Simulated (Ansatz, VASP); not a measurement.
# Cs in VASP and in Ansatz

Contents of INCAR:

```
SYSTEM = Cs
PREC = Accurate ; ENCUT = 520
EDIFF = 1E-6 ; ISMEAR = -1
SIGMA = 0.05 ; LREAL = .FALSE.
LASPH = .TRUE. ; NELM = 100
ALGO = Normal ; ISIF = 2
LWAVE = .FALSE. ; LCHARG = .FALSE.
GGA = PE ; NBANDS = 10
```

Contents of KPOINTS:

```
Automatic mesh
0
G
  6 6 6
  0 0 0
```

File POSCAR:

```
Cs
1.0
   -3.1491839769      3.1491839769      3.1491839769
    3.1491839769     -3.1491839769      3.1491839769
    3.1491839769      3.1491839769     -3.1491839769
Cs
1
Direct
    0.0000000000      0.0000000000      0.0000000000
```

The input input.yaml:

```yaml
crystal:
  lattice:
    - [-3.1491839769, 3.1491839769, 3.1491839769]
    - [3.1491839769, -3.1491839769, 3.1491839769]
    - [3.1491839769, 3.1491839769, -3.1491839769]
  atoms:
    - { symbol: Cs, position: [0.0, 0.0, 0.0] }
kpoints:
  mp_grid: { grid: [6, 6, 6] }
scf:
  occupations: { method: fermi_dirac, width: 0.05 }
hamiltonian:
  xc: pbe
  pseudopotentials: { kind: all_electron, lapw: { basis_error: 0.0005 } }
output:
  forces: true
  stress: true
  eigenvalues: true
```

Change from the starting cell: volume scaled by 1.02.

Alike in both runs: task single point; functional PBE; k mesh 6 × 6 × 6; occupations fermi-dirac, width 0.05 eV; no spin polarisation.

```csv
,VASP,Ansatz
version,VASP 6.6.1,Ansatz 0.2.0
potentials or method,"VASP PAW PBE potentials, release 64 (Cs_sv)","all-electron LAPW, scalar-relativistic"
plane-wave cutoff (eV),520,see its input
```

```tsv
	VASP	Ansatz	Ansatz less VASP
gap on the k mesh at the Fermi level (eV)	none	none	-
pressure (GPa)	-0.1	-0.1	+0.01
```

A gap of «none» marks a metal or a gap that the smearing closes. Ansatz ran all-electron here, so the differences hold the error of VASP's frozen core and of both bases.

Spin-orbit coupling is left out, which matters for the levels of Cs.
